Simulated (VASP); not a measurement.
# BAs: band gap by level of theory

It takes space group F-43m (No. 216, cubic). The conventional cell has a = 4.778 Å, b = 4.778 Å, c = 4.778 Å, α = 90.00°, β = 90.00°, γ = 90.00°. Around B (site symmetry -43m) lie 4 As at 2.07 Å. Around As (site symmetry -43m) lie 4 B at 2.07 Å.

The cell was built by a generator and isn't the measured one.

```csv
rung,level,program and potentials,cutoff (eV),k mesh,task,band gap (eV),notes
LDA,LDA,"VASP, LDA PAW files As, B, 520 eV",520,12 × 12 × 12,dielectric tensor,1.13,-
LDA,LDA,"VASP, LDA PAW files As, B, 520 eV",520,10 × 10 × 10,single point,(a),-
GGA,PBE,"VASP, PBE PAW files As, B, 520 eV",520,10 × 10 × 10,single point,1.18,-
GGA,PBE,"VASP, PBE PAW files As, B, 520 eV",520,12 × 12 × 12,dielectric tensor,1.18,-
GGA,PBEsol,"VASP, PBE PAW files As, B, 520 eV",520,10 × 10 × 10,single point,1.08,potentials made for PBE
meta-GGA,SCAN,"VASP, PBE PAW files As, B, 520 eV",520,10 × 10 × 10,single point,1.42,potentials made for PBE
meta-GGA,r2SCAN,"VASP, PBE PAW files As, B, 520 eV",520,10 × 10 × 10,single point,1.37,potentials made for PBE
model potential,TB-mBJ,"VASP, PBE PAW files As, B, 520 eV",520,10 × 10 × 10,single point,1.76,potentials made for PBE
hybrid,HSE06,"VASP, PBE PAW files As, B, 520 eV",520,6 × 6 × 6,dielectric tensor,1.96,potentials made for PBE
hybrid,HSE06,"VASP, PBE PAW files As, B, 520 eV",520,8 × 8 × 8,dielectric tensor,1.86,potentials made for PBE
hybrid,HSE06,"VASP, PBE PAW files As, B, 520 eV",520,10 × 10 × 10,single point,(b),potentials made for PBE
```

All rows: no spin polarisation. Gaps are the least found on the k mesh or the band path, and a mesh can miss the band edges. Meshes differ between rows, which moves values too. All levels ran on this one cell, unrelaxed unless noted. Meshes are those of the run's cell of 2 atoms unless a note names another. Runs on faulty files, with rough fits or with known faults for this quantity aren't shown. No row holds spin-orbit coupling.

Problem. Estimate the values left out from the other rows.

Solution. (a) 1.12 eV; (b) 1.85 eV.
